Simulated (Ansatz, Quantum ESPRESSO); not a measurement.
# LiBr (Fm-3m): Raman and infrared activity

Aim: Raman and infrared lines of LiBr (Fm-3m).

Main program and level: Quantum ESPRESSO 8.0 development, patched; DFT LDA, scalar-relativistic, plane waves, PseudoDojo norm-conserving pseudopotentials.

### 1. The starting structure

The structure is cubic, space group Fm-3m (No. 225). Conventional cell: a = 5.501 Å, b = 5.501 Å, c = 5.501 Å, α = 90.00°, β = 90.00°, γ = 90.00°. Nearest to Li lie 6 Br at 2.75 Å. Nearest to Br lie 6 Li at 2.75 Å. Farther neighbours and most contacts between anions are not listed.

### 2. A probe with smearing

Before anything dear is run, a loose run with smearing shows whether this is a metal and how far the cell is from rest.

The input, probe.in:

```
&control
   calculation = 'scf'
   prefix = 'x'
   outdir = './tmp'
   pseudo_dir = './pseudo'
   tprnfor = .true.
   tstress = .true.
   verbosity = 'high'
/
&system
   ibrav = 2
   celldm(1) = 10.39595033
   nat = 2
   ntyp = 2
   ecutwfc = 74.0
   occupations = 'smearing'
   smearing = 'gaussian'
   degauss = 0.01
/
&electrons
   conv_thr = 1.0d-07
   mixing_beta = 0.7
   electron_maxstep = 100
/
ATOMIC_SPECIES
 Li      6.9400  Li.upf
 Br     79.9040  Br.upf
ATOMIC_POSITIONS crystal
 Li     0.000000000   0.000000000   0.000000000
 Br     0.500000000   0.500000000   0.500000000
K_POINTS automatic
 6 6 6 0 0 0
```

The run is started by

```console
OMP_NUM_THREADS=1 mpirun -n 2 pw.x -nk 2 -in probe.in > probe.out
```

The log of the run:

```text
[banners, grids, parts of the stress and lines that vanish by symmetry left out]
Program PWSCF v.8.0dev
     bravais-lattice index     =            2
     lattice parameter (alat)  =      10.3960  a.u.
[...]
kinetic-energy cutoff     =      74.0000  Ry
     charge density cutoff     =     296.0000  Ry
     scf convergence threshold =      1.0E-07
[...]
Exchange-correlation= SLA-PW-NOGX-NOGC
                           (   1   4   0   0   0   0   0)
[...]
48 Sym. Ops., with inversion, found
[...]
(     0          1          0      )
                  (     0          0          1      )
[...]
(  0.0000000  1.0000000  0.0000000 )
                  (  0.0000000  0.0000000  1.0000000 )
[...]
(     1          0         -1      )
                  (     0          0         -1      )
[...]
(  0.0000000 -1.0000000  0.0000000 )
[...]
(     0          1         -1      )
                  (     0          1          0      )
[...]
( -1.0000000  0.0000000  0.0000000 )
                  (  0.0000000  1.0000000  0.0000000 )
[...]
number of k points=    16  Gaussian smearing, width (Ry)=  0.0100
[...]
End of self-consistent calculation
[...]
the Fermi energy is     4.3652 ev
!    total energy              =     -46.02896098 Ry
[...]
convergence has been achieved in   5 iterations
[...]
atom    1 type  1   force =     0.00000000    0.00000000   -0.00000000
     atom    2 type  2   force =     0.00000000    0.00000000    0.00000000
[...]
Total force =     0.000000     Total SCF correction =     0.000000
[...]
total   stress  (Ry/bohr**3)                   (kbar)     P=      -28.35
[...]
XML data file, charge density, pseudopotentials, collected wavefunctions

   JOB DONE.
```

Wall time 3.3 s (2 MPI ranks of Intel Xeon Platinum 8488C (Sapphire Rapids), shared host).

Read from the output:

```
volume per atom   : 20.81 Å³
pressure          : -2.835 GPa
gap on the k-mesh : 4.643 eV
```

A gap of 4.6 eV opens on this mesh, so the crystal is taken as an insulator; the start stands at -2.8 GPa.

### 3. Relaxation

The relaxation runs at a cutoff a fifth above that of the response, since stress converges more slowly with the basis than frequencies do. Forces and stress are brought to rest with tight thresholds.

The input, relax.in:

```
&control
   calculation = 'vc-relax'
   prefix = 'x'
   outdir = './tmp'
   pseudo_dir = './pseudo'
   tprnfor = .true.
   tstress = .true.
   forc_conv_thr = 2.0d-05
   etot_conv_thr = 1.0d-07
   nstep = 40
/
&system
   ibrav = 2
   celldm(1) = 10.39595033
   nat = 2
   ntyp = 2
   ecutwfc = 89
   occupations = 'fixed'
   nbnd = 7
/
&electrons
   conv_thr = 1.0d-11
   mixing_beta = 0.7
   electron_maxstep = 100
/
&ions
/
&cell
   press_conv_thr = 0.2
/
ATOMIC_SPECIES
 Li      6.9400  Li.upf
 Br     79.9040  Br.upf
ATOMIC_POSITIONS crystal
 Li     0.000000000   0.000000000   0.000000000
 Br     0.500000000   0.500000000   0.500000000
K_POINTS automatic
 6 6 6 0 0 0
```

The run is started by

```console
OMP_NUM_THREADS=1 mpirun -n 2 pw.x -nk 2 -in relax.in > relax.out
```

The log of the run:

```text
[banners, grids, parts of the stress and lines that vanish by symmetry left out]
[banner, memory and clock lines left out]
Program PWSCF v.8.0dev

[...]
kinetic-energy cutoff     =      89.0000  Ry
     charge density cutoff     =     356.0000  Ry
     scf convergence threshold =      1.0E-11
[...]
energy convergence thresh.=      1.0E-07
     force convergence thresh. =      2.0E-05
     press convergence thresh. =      2.0E-01
     Exchange-correlation= SLA-PW-NOGX-NOGC
                           (   1   4   0   0   0   0   0)
[...]
48 Sym. Ops., with inversion, found
[...]
number of k points=    16
[...]
End of self-consistent calculation
[...]
highest occupied, lowest unoccupied level (ev):     1.7657    6.4097
!    total energy              =     -46.02897389 Ry
[...]
convergence has been achieved in   8 iterations
[...]
atom    1 type  1   force =     0.00000000    0.00000000    0.00000000
     atom    2 type  2   force =     0.00000000    0.00000000    0.00000000
     Total force =     0.000000     Total SCF correction =     0.000000
[...]
total   stress  (Ry/bohr**3)                   (kbar)     P=      -27.98
[...]
number of bfgs steps    =   0
[...]
CELL_PARAMETERS (alat= 10.39595033)
[...]
ATOMIC_POSITIONS (crystal)
Li               0.0000000000        0.0000000000        0.0000000000
Br               0.5000000000        0.5000000000        0.5000000000
[...]
New effective cutoffs (rho, wfc):  358.46   89.85
[...]
End of self-consistent calculation
[...]
highest occupied, lowest unoccupied level (ev):     1.8905    6.5971
!    total energy              =     -46.02969260 Ry
[...]
convergence has been achieved in   5 iterations
[...]
atom    1 type  1   force =     0.00000000   -0.00000000    0.00000000
     atom    2 type  2   force =     0.00000000    0.00000000    0.00000000
     Total force =     0.000000     Total SCF correction =     0.000000
[...]
total   stress  (Ry/bohr**3)                   (kbar)     P=      -24.99
[...]
number of bfgs steps    =   1
[...]
WARNING: bfgs curvature condition failed, Theta= 0.904
[...]
CELL_PARAMETERS (alat= 10.39595033)
[...]
ATOMIC_POSITIONS (crystal)
Li               0.0000000000        0.0000000000       -0.0000000000
Br               0.5000000000        0.5000000000        0.5000000000
[...]
New effective cutoffs (rho, wfc):  363.65   91.15
[...]
End of self-consistent calculation
[...]
highest occupied, lowest unoccupied level (ev):     2.0830    6.8873
!    total energy              =     -46.03059983 Ry
[...]
convergence has been achieved in   6 iterations
[...]
atom    1 type  1   force =    -0.00000000   -0.00000000   -0.00000000
     atom    2 type  2   force =     0.00000000    0.00000000    0.00000000
     Total force =     0.000000     Total SCF correction =     0.000000
[...]
total   stress  (Ry/bohr**3)                   (kbar)     P=      -20.06
[...]
number of bfgs steps    =   2
[...]
CELL_PARAMETERS (alat= 10.39595033)
[...]
ATOMIC_POSITIONS (crystal)
[...]
New effective cutoffs (rho, wfc):  371.66   93.16
[...]
End of self-consistent calculation
[...]
atom    2 type  2   force =     0.00000000    0.00000000   -0.00000000
     Total force =     0.000000     Total SCF correction =     0.000000
[...]
total   stress  (Ry/bohr**3)                   (kbar)     P=      -11.54
[...]
number of bfgs steps    =   3
[...]
CELL_PARAMETERS (alat= 10.39595033)
[...]
ATOMIC_POSITIONS (crystal)
[...]
New effective cutoffs (rho, wfc):  382.36   95.84
[...]
End of self-consistent calculation
[...]
highest occupied, lowest unoccupied level (ev):     2.7949    7.9707
!    total energy              =     -46.03192805 Ry
[...]
convergence has been achieved in   7 iterations
[...]
atom    1 type  1   force =     0.00000000    0.00000000   -0.00000000
     atom    2 type  2   force =     0.00000000    0.00000000   -0.00000000
     Total force =     0.000000     Total SCF correction =     0.000000
[...]
total   stress  (Ry/bohr**3)                   (kbar)     P=        1.68
[...]
number of bfgs steps    =   4
[...]
CELL_PARAMETERS (alat= 10.39595033)
[...]
ATOMIC_POSITIONS (crystal)
[...]
New effective cutoffs (rho, wfc):  381.00   95.50
[...]
End of self-consistent calculation
[...]
highest occupied, lowest unoccupied level (ev):     2.7424    7.8903
!    total energy              =     -46.03193518 Ry
[...]
convergence has been achieved in   5 iterations
[...]
atom    1 type  1   force =    -0.00000000   -0.00000000    0.00000000
     atom    2 type  2   force =     0.00000000    0.00000000   -0.00000000
     Total force =     0.000000     Total SCF correction =     0.000000
[...]
total   stress  (Ry/bohr**3)                   (kbar)     P=       -0.11
[...]
number of bfgs steps    =   5
[...]
CELL_PARAMETERS (alat= 10.39595033)
[...]
ATOMIC_POSITIONS (crystal)
[...]
New effective cutoffs (rho, wfc):  381.09   95.52
[...]
End of self-consistent calculation
[...]
highest occupied, lowest unoccupied level (ev):     2.7456    7.8953
!    total energy              =     -46.03193521 Ry
[...]
convergence has been achieved in   4 iterations
[...]
atom    1 type  1   force =     0.00000000    0.00000000    0.00000000
     atom    2 type  2   force =     0.00000000    0.00000000    0.00000000
     Total force =     0.000000     Total SCF correction =     0.000000
[...]
total   stress  (Ry/bohr**3)                   (kbar)     P=       -0.00
[...]
bfgs converged in   7 scf cycles and   6 bfgs steps
[...]
End of BFGS Geometry Optimization
     Final enthalpy           =     -46.0319352103 Ry
     File ./tmp/x.bfgs deleted, as requested
[...]
CELL_PARAMETERS (alat= 10.39595033)
[...]
ATOMIC_POSITIONS (crystal)
Li               0.0000000000       -0.0000000000       -0.0000000000
Br               0.5000000000        0.5000000000        0.5000000000
[...]
Final scf calculation at the relaxed structure.
[...]
kinetic-energy cutoff     =      89.0000  Ry
     charge density cutoff     =     356.0000  Ry
     scf convergence threshold =      1.0E-13
[...]
press convergence thresh. =      2.0E-01
     Exchange-correlation= SLA-PW-NOGX-NOGC
                           (   1   4   0   0   0   0   0)
[...]
48 Sym. Ops., with inversion, found
[...]
number of k points=    16
[...]
End of self-consistent calculation
[...]
highest occupied, lowest unoccupied level (ev):     2.7456    7.8953
!    total energy              =     -46.03193093 Ry
[...]
convergence has been achieved in   9 iterations
[...]
atom    1 type  1   force =     0.00000000    0.00000000    0.00000000
     atom    2 type  2   force =     0.00000000    0.00000000    0.00000000
     Total force =     0.000000     Total SCF correction =     0.000000
[...]
total   stress  (Ry/bohr**3)                   (kbar)     P=       -0.01
[...]
XML data file, charge density, pseudopotentials, collected wavefunctions
```

Wall time 19 s (2 MPI ranks); 37 s of CPU time.

Relaxation path:

| step | energy less that of the first step (eV) | largest force (eV/Å) | pressure (GPa) | volume (Å³) |
| --- | --- | --- | --- | --- |
| 1 | 0.0000 | 0.0000 | -2.80 | 41.62 |
| 2 | -0.0098 | 0.0000 | -2.50 | 41.03 |
| 3 | -0.0221 | 0.0000 | -2.01 | 40.16 |
| 4 | -0.0350 | 0.0000 | -1.15 | 38.87 |
| 5 | -0.0402 | 0.0000 | 0.17 | 37.25 |
| 6 | -0.0403 | 0.0000 | -0.01 | 37.44 |
| 7 | -0.0403 | 0.0000 | 0.00 | 37.43 |
| 8 | -0.0402 | 0.0000 | 0.00 | 37.43 |

| conventional cell, symmetrised | before | after | change |
| --- | --- | --- | --- |
| a (Å) | 5.501 | 5.310 | -3.5 % |
| b (Å) | 5.501 | 5.310 | -3.5 % |
| c (Å) | 5.501 | 5.310 | -3.5 % |
| volume (Å³/atom) | 20.81 | 18.72 | -10.1 % |

The relaxed structure:

```cif
data_structure
_symmetry_space_group_name_H-M 'P 1'
_symmetry_Int_Tables_number 1
_cell_length_a 3.7548
_cell_length_b 3.7548
_cell_length_c 3.7548
_cell_angle_alpha 60.000
_cell_angle_beta 60.000
_cell_angle_gamma 60.000
_cell_volume 37.43
loop_
_atom_site_label
_atom_site_type_symbol
_atom_site_fract_x
_atom_site_fract_y
_atom_site_fract_z
_atom_site_occupancy
Li1 Li 0.00000 0.00000 0.00000 1
Br2 Br 0.50000 0.50000 0.50000 1
```

The last row of the table of steps is pw.x's closing run on a basis chosen anew for the final cell, so its energy can jump.

This step gave:

```yaml
volume_per_atom: 18.72 Å³
pressure: -0.001 GPa
gap_on_the_k_mesh: 5.150 eV
```

The volume changes by -10.1 % from the cell with which this run began.

### 4. Ground state

The response is built on this ground state, so it is converged far tighter than an energy would need. With a gap, occupations are fixed, which also allows the response to an electric field.

The input, scf.in:

```
&control
   calculation = 'scf'
   prefix = 'x'
   outdir = './tmp'
   pseudo_dir = './pseudo'
   tprnfor = .true.
   tstress = .true.
/
&system
   ibrav = 2
   celldm(1) = 10.03461668
   nat = 2
   ntyp = 2
   ecutwfc = 74.0
   occupations = 'fixed'
   nbnd = 7
/
&electrons
   conv_thr = 1.0d-12
   mixing_beta = 0.7
   electron_maxstep = 100
/
ATOMIC_SPECIES
 Li      6.9400  Li.upf
 Br     79.9040  Br.upf
ATOMIC_POSITIONS crystal
 Li     0.000000000   0.000000000   0.000000000
 Br     0.500000000   0.500000000   0.500000000
K_POINTS automatic
 8 8 8 0 0 0
```

The run is started by

```console
OMP_NUM_THREADS=1 mpirun -n 2 pw.x -nk 2 -in scf.in > scf.out
```

The log of the run:

```text
[banners, grids, parts of the stress and lines that vanish by symmetry left out]
[banner, memory and clock lines left out]
Program PWSCF v.8.0dev

[...]
kinetic-energy cutoff     =      74.0000  Ry
     charge density cutoff     =     296.0000  Ry
     scf convergence threshold =      1.0E-12
[...]
Exchange-correlation= SLA-PW-NOGX-NOGC
                           (   1   4   0   0   0   0   0)
[...]
48 Sym. Ops., with inversion, found
[...]
number of k points=    29
[...]
c_bands:  1 eigenvalues not converged
[...]
End of self-consistent calculation
[...]
highest occupied, lowest unoccupied level (ev):     2.7450    7.8950
!    total energy              =     -46.03196309 Ry
[...]
convergence has been achieved in   7 iterations
[...]
atom    1 type  1   force =     0.00000000    0.00000000    0.00000000
     atom    2 type  2   force =     0.00000000    0.00000000    0.00000000
     Total force =     0.000000     Total SCF correction =     0.000000
[...]
total   stress  (Ry/bohr**3)                   (kbar)     P=       -0.21
[...]
XML data file, charge density, pseudopotentials, collected wavefunctions
```

Run time: 4.6 s. Hardware: 2 MPI ranks.

Numbers from this step:

| Item | Value |
| --- | --- |
| pressure | -0.021 GPa |

The cell stands at -0.021 GPa, close enough for phonons.

(Continued in part 2 of 3.)

[Host names and launcher messages were left out of these logs when they were recorded.]

[Logs are printed without paths, hosts, clocks, repeated set-up lines and the standing remarks that a program may print on its own settings, such as how far it seeks lower states.]

[Hosts, paths, dates, database ids (printed as entryN), source tags and the programs' standing remarks are cut or masked in the printed files.]
